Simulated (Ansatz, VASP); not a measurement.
Sc: VASP beside Ansatz

```xyz
2
Lattice="3.4081 0.0000 0.0000 -1.7040 2.9515 0.0000 0.0000 0.0000 5.1890" Properties=species:S:1:pos:R:3 pbc="T T T"
Sc    0.0000    1.9676    1.2972
Sc    1.7040    0.9838    3.8917
```

Change from the starting cell: strain +0.030 along x and y, -0.015 along z, atoms carried along.

Alike in both runs: task single point; functional PBEsol; k mesh 18 × 18 × 10; occupations gaussian, width 0.15 eV; no spin polarisation.

```csv
,VASP,Ansatz
version,VASP 6.6.1,Ansatz 0.2.0
potentials or method,"VASP PAW PBE potentials, release 64 (Sc_sv)","scalar-relativistic, plane waves, PAW"
plane-wave cutoff (eV),520,420
valence electrons in the cell,22,22
```

|  | VASP | Ansatz | Ansatz less VASP |
| --- | --- | --- | --- |
| gap on the k mesh at the Fermi level (eV) | none | none | - |
| pressure (GPa) | -4.8 | -4.8 | +0.01 |
| largest component of the traceless stress (GPa) | 1.03 | 1.03 | 0.000 |

A gap of «none» marks a metal or a gap that the smearing closes.

Caveats: the PAW data sets were made with another functional, which shifts forces and pressure a little (VASP).
